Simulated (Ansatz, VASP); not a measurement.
# One calculation of Bi, two programs

```
Bi
1.0
    -4.25748    4.25748    1.43056
     4.25748   -4.25748    1.43056
     4.25748    4.25748   -1.43056
Bi
1
Direct
  0.00000 0.00000 0.00000
```

This isn't the form of Bi at room conditions, which is rhombohedral.

Alike in both runs: task single point; functional PBEsol; k mesh 10 × 10 × 10; occupations gaussian, width 0.05 eV; no spin polarisation.

|  | VASP | Ansatz |
| --- | --- | --- |
| version | VASP 6.6.1 | Ansatz 0.2.0 |
| potentials or method | VASP PAW PBE potentials, release 64 (Bi_d) | scalar-relativistic, plane waves, PAW |
| plane-wave cutoff (eV) | 520 | 420 |
| valence electrons in the cell | 15 | 15 |

|  | VASP | Ansatz | Ansatz less VASP |
| --- | --- | --- | --- |
| gap on the k mesh at the Fermi level (eV) | none | none | - |
| pressure (GPa) | -0.4 | -0.4 | +0.05 |
| largest component of the traceless stress (GPa) | 0.29 | 0.25 | -0.038 |

A gap of «none» marks a metal or a gap that the smearing closes.

Caveats: the PAW data sets were made with another functional, which shifts forces and pressure a little (VASP); spin-orbit coupling is left out, which moves the levels of the heavy elements.
